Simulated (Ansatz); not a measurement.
How far is PAW off for Ru?

```
Ru
1.0
     0.00000    2.72699    2.72699
     2.72699    0.00000    2.72699
     2.72699    2.72699    0.00000
Ru
2
Direct
  0.00000 0.00000 0.00000
  0.25000 0.25000 0.25000
```

Atom numbers follow the list: Ru1, Ru2.

The conventional cell has a = 5.454 Å, b = 5.454 Å, c = 5.454 Å, α = 90.00°, β = 90.00°, γ = 90.00°. Ru (atom 1) has 4 Ru at 2.36 Å as nearest neighbours.

The structure comes from a relaxation in the same program, started in the diamond type, and has space group Fd-3m. Whether it is a known phase or the ground state wasn't checked.

Methods: DFT, PBE, PAW with Ansatz's default frozen-core files, scalar-relativistic (Ansatz 0.2.0); DFT, PBE, all-electron PAW with datasets made for the crystal, scalar-relativistic (Ansatz 0.2.0); DFT, PBE, all-electron LAPW, scalar-relativistic (Ansatz 0.2.0).

For PAW: a Γ-centred 10×10×10 k mesh, Fermi–Dirac smearing of 0.03 eV, cutoff 420 eV, no spin polarisation. The crystal-made all-electron datasets (AE datasets) take a cutoff of 360 eV at this cell. LAPW targets a basis error of 0.5 meV/atom. The Ansatz runs share mesh, smearing and spin set-up. Plane-wave (PAW) pressures include the program's estimate of the Pulay term.

Stress and pressure are positive in compression.

Levels count from the Fermi level.

| quantity | PAW | AE datasets | LAPW |
| --- | --- | --- | --- |
| pressure (GPa) | 0.01 | 0.02 | 0.02 |
| highest filled level at X (eV) | -1.259 | -1.260 | -1.260 |
| lowest empty level at X (eV) | 1.685 | 1.685 | 1.685 |
| highest filled level at U (eV) | -1.133 | -1.134 | -1.134 |
| lowest empty level at U (eV) | 1.876 | 1.876 | 1.876 |
| highest filled level at W (eV) | -1.331 | -1.332 | -1.332 |
| lowest empty level at W (eV) | 2.111 | 2.110 | 2.110 |
